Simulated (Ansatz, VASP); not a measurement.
## One calculation of Pd, two programs

The input INCAR:

```
SYSTEM = Pd
PREC = Accurate
ENCUT = 600
EDIFF = 1E-6
ISMEAR = -1
SIGMA = 0.05
LREAL = .False.
LASPH = .True.
NELM = 60
ALGO = Normal
ISIF = 3
LWAVE = .False.
LCHARG = .False.
GGA = RE
IVDW = 13
IBRION = 2
NSW = 60
EDIFFG = -0.01
```

File KPOINTS:

```
Automatic mesh
0
Gamma
  11 11 6
  0 0 0
```

Contents of POSCAR:

```
Pd
1.0
    2.7836650458      0.0000000000      0.0000000000
   -1.3918325229      2.4107246453      0.0000000000
    0.0000000000      0.0000000000      4.6288930000
Pd
2
Direct
    0.3333333333      0.6666666667      0.2500000000
    0.6666666667      0.3333333333      0.7500000000
```

input.yaml

```yaml
crystal:
  lattice:
    - [2.7836650458, 0.0, 0.0]
    - [-1.3918325229, 2.4107246453, 0.0]
    - [0.0, 0.0, 4.628893]
  atoms:
    - { symbol: Pd, position: [0.3333333333, 0.6666666667, 0.25] }
    - { symbol: Pd, position: [0.6666666667, 0.3333333333, 0.75] }
hamiltonian:
  xc: revpbe
  pseudopotentials: { kind: paw }
  dispersion: d4
kpoints:
  mp_grid: { grid: [11, 11, 6] }
scf:
  occupations: { method: fermi_dirac, width: 0.05 }
output:
  forces: true
  stress: true
  eigenvalues: true
relax:
  f_tol: 0.01
  max_steps: 40
  cell: { stress_tol: 0.05 }
```

This isn't the form of Pd at room conditions, which is fcc.

Alike in both runs: task relaxation of cell and atoms; functional revPBE; dispersion D4; k mesh 11 × 11 × 6; occupations fermi-dirac, width 0.05 eV; no spin polarisation.

|  | VASP | Ansatz |
| --- | --- | --- |
| version | VASP 6.6.1 | Ansatz 0.2.0 |
| potentials or method | VASP PAW PBE potentials, release 64 (Pd) | Ansatz PAW |
| plane-wave cutoff (eV) | 600 | 420 |
| valence electrons in the cell | 20 | 36 |

```csv
,VASP,Ansatz,Ansatz less VASP
"gap on the k mesh at the Fermi level, each at its own relaxed structure (eV)",none,none,-
relaxed volume (Å³/atom),14.94,14.96,+0.019
relaxed cell length with the largest relative difference (Å),4.573,4.579,+0.0065
energy change over the relaxation (meV/atom),-12,-11,+1.1
```

A gap of «none» marks a metal or a gap that the smearing closes. The two sets of potentials don't hold the same shells in valence.

Caveats: pairwise dispersion overbinds metals, which lowers pressure and volume; the PAW data sets were made with another functional, which shifts forces and pressure a little (VASP); the plane-wave basis is chosen anew once the cell has moved, so the energies of steps on either side of that aren't comparable (Ansatz); the PAW data sets come from PBE, with cores solved anew for the run's functional, which leaves a small shift of forces and pressure (Ansatz).
